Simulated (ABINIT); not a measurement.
Crystal: BaTe.

```
Ba Te
1.0
     0.00000    3.41000    3.41000
     3.41000    0.00000    3.41000
     3.41000    3.41000    0.00000
Ba Te
1 1
Direct
  0.00000 0.00000 0.00000
  0.50000 0.50000 0.50000
```

Base run:

| Property | Result |
| --- | --- |
| Program | ABINIT 10.8.3 (patched build) |
| Functional | PBEsol |
| Potentials or basis | PseudoDojo NC SR PBEsol v0.4.1 standard |
| Cutoff | 1088 eV |
| k mesh | 7 × 7 × 7 |
| Occupations | fermi-dirac, width 0.05 eV |
| Spin | no spin polarisation |

Its results: band gap on the k mesh 1.34 eV, indirect (least direct gap 1.71 eV); pressure 2.1 GPa.

Question: The run is repeated on the same cell with these changes: functional from PBEsol to LDA; potentials or basis from PseudoDojo NC SR PBEsol v0.4.1 standard to JTH PAW LDA v2.0; cutoff from 1088 eV to 408 eV; valence electrons from 26 to 16. What comes out?

Answer: Band gap on the k mesh 1.26 eV, indirect (least direct gap 1.65 eV); pressure 1.0 GPa.

Caveats: spin-orbit coupling is left out, which moves the levels of the heavy elements; this set's barium file shifts pressures by 1 GPa against other sets (some runs); this release of the barium file is off (some runs); an odd mesh through Γ misses points on the zone boundary, where band edges often lie (some runs); this set's barium file shifts pressures by 1.5 GPa and gaps by 0.1 eV against other sets (some runs).
